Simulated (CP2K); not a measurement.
**Ge under changes of volume**

One of the cells (22.639 Å³/atom); the others are scaled copies at fixed shape and fractional positions:

```
CELL_PARAMETERS angstrom
4.00068 0.00000 0.00000
2.00034 3.46469 0.00000
2.00034 1.15490 3.26654
ATOMIC_POSITIONS crystal
Ge 0.75000 0.75000 0.75000
Ge 0.50000 0.50000 0.50000
```

| Property | Result |
| --- | --- |
| Program | CP2K 2026.2 |
| Functional | PBEsol |
| Potentials or basis | POTENTIAL_UZH Ge GTH-PBE-q4; TZVP-MOLOPT-PBE-GTH basis |
| Density cutoff | 6123 eV |
| k mesh | 8 × 8 × 8 |
| Occupations | fermi-dirac, width 0.05 eV |
| Spin | no spin polarisation |

| volume (Å³/atom) | energy over the lowest point (meV/atom) | pressure (GPa) |
| --- | --- | --- |
| 21.281 | ? | ? |
| 21.733 | 39.24 | 6.8 |
| 22.186 | 22.68 | 5.0 |
| 22.639 | 11.01 | 3.4 |
| 23.092 | 3.56 | 1.9 |
| 23.545 | 0.00 | 0.6 |
| 23.997 | 0.02 | -0.6 |

**Question.** What does the run at 21.281 Å³/atom give?

**Answer.** Energy over the lowest point 61.31 meV/atom; pressure 8.9 GPa.

Worked out: A Birch-Murnaghan fit of order 3 (a polynomial in V^(-2/3)) to the other rows has its minimum at 23.77 Å³/atom with B0 = V·E''(V) = 62 GPa and B' = 4.3. It gives 60.99 meV/atom at 21.281 Å³/atom, against the run's 61.31, and -dE/dV = 8.7 GPa, against 8.9.

Energies are extrapolated to zero smearing.

Caveats: the potentials were made for another functional, which shifts forces and pressure; the basis of atomic orbitals isn't converged, which shifts pressures, moduli and gaps.
